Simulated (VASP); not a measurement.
# PbS (P-6m2) in VASP: single point with PBEsol

Aim: the single point of PbS with PBEsol.

Program: VASP 6.6.1. These are calculated values, not measurements. Logs are shortened: lines on timing, memory, paths and dates and some standing lists are left out, and cuts for length are marked.

## 1. Starting point

It takes space group P-6m2 (No. 187, hexagonal). Conventional cell: a = 4.090 Å, b = 4.090 Å, c = 3.788 Å, α = 90.00°, β = 90.00°, γ = 120.00°. Around Pb (site symmetry -6m2) lie 6 S at 3.03 Å. S (site symmetry -6m2) has 6 Pb at 3.03 Å as nearest neighbours.

Measurements of this composition are mostly on another form, of space group No. 225.

## 2. Single point, PBEsol

INCAR

```
SYSTEM = PbS
PREC     = Accurate       ! precision mode
ENCUT    = 520            ! plane-wave cutoff, eV
EDIFF    = 1E-6           ! SCF threshold, eV
ISMEAR   = 0              ! smearing method
SIGMA    = 0.1            ! smearing width, eV
LREAL    = .FALSE.        ! projectors in reciprocal space
LASPH    = .TRUE.         ! aspherical terms in the spheres
NELM     = 100            ! most SCF steps
ALGO     = Normal         ! electronic algorithm
ISIF     = 2              ! what is computed and relaxed
LWAVE    = .FALSE.        ! write WAVECAR
LCHARG   = .FALSE.        ! write CHGCAR
GGA      = PS             ! functional
NBANDS   = 17             ! bands
```

KPOINTS

```
Automatic mesh
0
G
  6 6 6
  0 0 0
```

POSCAR

```
PbS
1.0
    4.0896976867      0.0000000000      0.0000000000
   -2.0448488433      3.5417820905      0.0000000000
    0.0000000000      0.0000000000      3.7881670000
Pb S
1 1
Direct
    0.0000000000      0.0000000000      0.0000000000
    0.6666666700      0.3333333300      0.5000000000
```

Potentials or basis: VASP PAW PBE potentials, release 64 (Pb_d, S).

Command:

```bash
$ cat potpaw_PBE.64/Pb_d/POTCAR potpaw_PBE.64/S/POTCAR > POTCAR
$ mpirun -np 1 vasp_std > vasp.out
```

OUTCAR:

```text
SYSTEM = PbS
   PREC = Accurate
   ENCUT = 520
   EDIFF = 1E-6
   ISMEAR = 0
   LREAL = .FALSE.
   LASPH = .TRUE.
   NELM = 100
   ISIF = 2
   GGA = PS

 ion  position               nearest neighbor table
   1  0.000  0.000  0.000-   2 3.03   2 3.03   2 3.03   2 3.03   2 3.03   2 3.03
   2  0.667  0.333  0.500-   1 3.03   1 3.03   1 3.03   1 3.03   1 3.03   1 3.03

  LATTYP: Found a hexagonal cell.
 ALAT       =     4.0896976867
 C/A-ratio  =     0.9262706660

  Lattice vectors:

 A1 = (   4.0896976867,   0.0000000000,   0.0000000000)
 A2 = (  -2.0448488433,   3.5417820905,   0.0000000000)
 A3 = (   0.0000000000,   0.0000000000,   3.7881670000)

Analysis of symmetry for initial positions (statically):
=====================================================================
 Subroutine PRICEL returns:
 Original cell was already a primitive cell.

 Routine SETGRP: Setting up the symmetry group for a
 hexagonal supercell.

 Subroutine GETGRP returns: Found 12 space group operations
 (whereof 12 operations were pure point group operations)
 out of a pool of 24 trial point group operations.

The static configuration has the point symmetry D_3h.

Analysis of symmetry for dynamics (positions and initial velocities):
=====================================================================
 Subroutine PRICEL returns:
 Original cell was already a primitive cell.

 Routine SETGRP: Setting up the symmetry group for a
 hexagonal supercell.

 Subroutine GETGRP returns: Found 12 space group operations
 (whereof 12 operations were pure point group operations)
 out of a pool of 24 trial point group operations.

The dynamic configuration has the point symmetry D_3h.

 Subroutine INISYM returns: Found 12 space group operations
 (whereof 12 operations are pure point group operations),
 and found     1 'primitive' translations

----------------------------------------------------------------------------------------

                                     Primitive cell

  volume of cell :      54.8709

  direct lattice vectors                    reciprocal lattice vectors
     4.089697687  0.000000000  0.000000000     0.244516851  0.141171870  0.000000000
    -2.044848843  3.541782090  0.000000000     0.000000000  0.282343740  0.000000000
     0.000000000  0.000000000  3.788167000     0.000000000  0.000000000  0.263979914

  length of vectors
     4.089697687  4.089697687  3.788167000     0.282343740  0.282343740  0.263979914

  position of ions in fractional coordinates (direct lattice)
[... 79 lines left out ...]
   EDIFF  = 0.1E-05   stopping-criterion for ELM
   LREAL  =      F    real-space projection
   EDIFFG = 0.1E-04   stopping-criterion for IOM
   NSW    =      0    number of steps for IOM
   IBRION =     -1    ionic relax: 0-MD 1-quasi-New 2-CG
   NFREE  =      0    steps in history (QN), initial steepest desc. (CG)
   ISIF   =      2    stress and relaxation
   ISYM   =      2    0-nonsym 1-usesym 2-fastsym
   POTIM  = 0.5000    time-step for ionic-motion
   TEBEG  =    0.0;   TEEND  =   0.0 temperature during run
   PSTRESS=    0.0 pullay stress
   NELECT =      20.0000    total number of electrons
   NUPDOWN=      -1.0000    fix difference up-down
   EMIN   =  10.00;   EMAX   =-10.00  energy-range for DOS
   EFERMI =   0.00;   METHOD = LEGACY
   ISMEAR =     0;   SIGMA  =   0.10  broadening in eV -4-tet -1-fermi 0-gaus
   EFERMI_NEDOS =   21; number of points for ismear=-14 and -15
   IALGO  =     38    algorithm
   IMIX   =      4    mixing-type and parameters
     AMIX     =   0.40;   BMIX     =  1.00
     AMIX_MAG =   1.60;   BMIX_MAG =  1.00
  volume/ion in A,a.u.               =      27.44       185.14
  Fermi-wavevector in a.u.,A,eV,Ry     =   1.169421  2.209885 18.606576  1.367545
  Thomas-Fermi vector in A             =   2.305894
   LORBIT       =      0    0 simple, 1 ext, 2 COOP (PROOUT), +10 PAW based schemes
   GGA     = PS    functional components
   LHFCALC =     F    Hartree Fock is set to
   AEXX    =    0.0000 exact exchange contribution
   IVDW    =     0    specifies the selected vdW correction
   LEPSILON=     F    determine dielectric tensor
   LRPA    =     F    only Hartree local field effects (RPA)
 non-spin polarized calculation
 Gauss-broadening in eV      SIGMA  =   0.10
  energy-cutoff  :      520.00
  volume of cell :       54.87
 maximum number of plane-waves:      1506
   NGX = 15   NGY = 15   NGZ = 15

 number of electron      19.9999998 magnetization

 Free energy of the ion-electron system (eV)
  ---------------------------------------------------
  ext. energy  EPLUGINS =         0.00000000
  ---------------------------------------------------
  free energy    TOTEN  =        -9.19020903 eV

  energy without entropy =       -9.18966898  energy(sigma->0) =       -9.18993900

 E-fermi :   5.1043     XC(G=0):  -9.6405

 val. band max:        5.0686299526   @ k =   0.0000   0.0000   0.5000
 cond. band min:       5.1765225753   @ k =   0.3333   0.3333   0.0000
 fundamental gap:      0.1078926227
 Fermi energy:         5.1042913098

 k-point     1 :       0.0000    0.0000    0.0000
  band No.  band energies     occupation
      1     -11.7622      2.00000
      2     -11.7375      2.00000
      3     -11.7375      2.00000
      4     -11.6393      2.00000
      5     -11.6393      2.00000
      6      -8.1120      2.00000
[... 457 lines left out ...]
      4     -11.6833      2.00000
      5     -11.6083      2.00000
      6      -6.5239      2.00000
[... 9 lines left out ...]
     16      15.5545      0.00000
     17      17.2667      0.00000

 [... further k-points ...]

------------------------ aborting loop because EDIFF is reached ----------------------------------------

  FORCE on cell =-STRESS in cart. coord.  units (eV):
  Direction    XX          YY          ZZ          XY          YZ          ZX
  --------------------------------------------------------------------------------------
  -------------------------------------------------------------------------------------
  Total       -1.0067733     -1.0067733     -1.0649311     -0.0000000      0.0000000      0.0000000
  in kB      -29.3968050    -29.3968050    -31.0949561     -0.0000000      0.0000000      0.0000000
  external PRESSURE =     -29.9628554 kB  Pullay stress =       0.0000000 kB

 VOLUME and BASIS-vectors are now :
 -----------------------------------------------------------------------------
  energy-cutoff  :      520.00
  volume of cell :       54.87
      direct lattice vectors                 reciprocal lattice vectors
     4.089697687  0.000000000  0.000000000     0.244516851  0.141171870  0.000000000
    -2.044848843  3.541782090  0.000000000     0.000000000  0.282343740  0.000000000
     0.000000000  0.000000000  3.788167000     0.000000000  0.000000000  0.263979914

 POSITION                                       TOTAL-FORCE (eV/Angst)
 -----------------------------------------------------------------------------------
      0.00000      0.00000      0.00000        -0.000000     -0.000000      0.000000
      2.04485      1.18059      1.89408         0.000000      0.000000      0.000000
 -----------------------------------------------------------------------------------
    total drift:                               -0.000011      0.000006     -0.000000

  FREE ENERGIE OF THE ION-ELECTRON SYSTEM (eV)
  ---------------------------------------------------
  free  energy   TOTEN  =        -9.1902090261 eV

  energy  without entropy=       -9.1896689816  energy(sigma->0) =       -9.18993900
```

OSZICAR:

```text
N       E                     dE             d eps       ncg     rms          rms(c)
DAV:   1     0.157290300281E+03    0.15729E+03   -0.97908E+03   960   0.122E+03
DAV:   2     0.314943699984E+01   -0.15414E+03   -0.14861E+03   970   0.310E+02
DAV:   3    -0.940022902022E+01   -0.12550E+02   -0.12446E+02  1231   0.937E+01
DAV:   4    -0.970248328149E+01   -0.30225E+00   -0.30199E+00  1220   0.163E+01
DAV:   5    -0.971374647914E+01   -0.11263E-01   -0.11260E-01  1377   0.308E+00    0.418E+00
DAV:   6    -0.920106650705E+01    0.51268E+00   -0.14671E+00  1455   0.827E+00    0.286E+00
DAV:   7    -0.919373971853E+01    0.73268E-02   -0.11688E-01  1207   0.175E+00    0.158E+00
DAV:   8    -0.919033313217E+01    0.34066E-02   -0.13719E-02  1167   0.108E+00    0.210E-01
DAV:   9    -0.919008270157E+01    0.25043E-03   -0.24590E-03  1454   0.346E-01    0.965E-02
DAV:  10    -0.919021019475E+01   -0.12749E-03   -0.25329E-04  1076   0.974E-02    0.477E-02
DAV:  11    -0.919020819817E+01    0.19966E-05   -0.17304E-05  1305   0.391E-02    0.832E-03
DAV:  12    -0.919020902608E+01   -0.82791E-06   -0.16995E-06  1065   0.125E-02
   1 F= -.91902090E+01 E0= -.91899390E+01  d E =-.540044E-03
```

Run time: 20 s. Hardware: 1 thread of Intel Xeon 6975P-C (Granite Rapids), shared host; peak memory 0.17 GiB.

What came out:

```
Free energy            : -9.1902 eV
Pressure               : -3.0 GPa
Band gap on the k mesh : none (metal or under the smearing width)
```

Caveat: the PAW data sets were made with another functional, which shifts forces and pressure a little.
